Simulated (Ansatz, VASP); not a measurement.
# Two plane-wave programs on GaAs

The input INCAR:

```
  ALGO = Normal
  EDIFF = 1E-7
  ENCUT = 520
  GGA = PS
  ISIF = 2
  ISMEAR = 0
  LASPH = T
  LCHARG = T
  LELF = T
  LREAL = F
  LVHAR = T
  LWAVE = F
  NBANDS = 16
  NELM = 60
  PREC = Accurate
  SIGMA = 0.05
```

File KPOINTS:

```
k-points
0
Gamma
  8 8 8
```

File POSCAR:

```
GaAs
1.0
    0.0000000000      2.8306146576      2.8306146576
    2.8306146576      0.0000000000      2.8306146576
    2.8306146576      2.8306146576      0.0000000000
Ga As
1 1
Direct
    0.0000000000      0.0000000000      0.0000000000
    0.7500000000      0.7500000000      0.7500000000
```

Input for Ansatz:

```yaml
crystal:
  lattice:
    - [0.0, 2.8306146576, 2.8306146576]
    - [2.8306146576, 0.0, 2.8306146576]
    - [2.8306146576, 2.8306146576, 0.0]
  atoms:
    - { symbol: Ga, position: [0.0, 0.0, 0.0] }
    - { symbol: As, position: [0.75, 0.75, 0.75] }
basis:
  ecutwfc: 420
  ecutrho_ratio: 4
kpoints:
  mp_grid: { grid: [8, 8, 8] }
hamiltonian:
  xc: pbesol
scf:
  occupations: { method: gaussian, width: 0.05 }
output:
  forces: true
  stress: true
  eigenvalues: true
```

Alike in both runs: task single point; functional PBEsol; k mesh 8 × 8 × 8; occupations gaussian, width 0.05 eV; no spin polarisation.

```csv
,VASP,Ansatz
version,VASP 6.6.1,Ansatz 0.2.0
potentials or method,"VASP PAW PBE potentials, release 64 (Ga_d, As)","scalar-relativistic, plane waves, PAW"
plane-wave cutoff (eV),520,420
valence electrons in the cell,18,28
```

Ansatz gave:

| Property | Result |
| --- | --- |
| gap on the k mesh at the Fermi level (eV) | 0.41 |
| least direct gap on the mesh (eV) | 0.41 |
| pressure (GPa) | -0.1 |

Q: What did VASP give for the same quantities?

A: gap on the k mesh at the Fermi level (eV): 0.43; least direct gap on the mesh (eV): 0.43; pressure (GPa): 0.1.

The two sets of potentials don't hold the same shells in valence.

Caveats: the PAW data sets were made with another functional, which shifts forces and pressure a little (VASP).
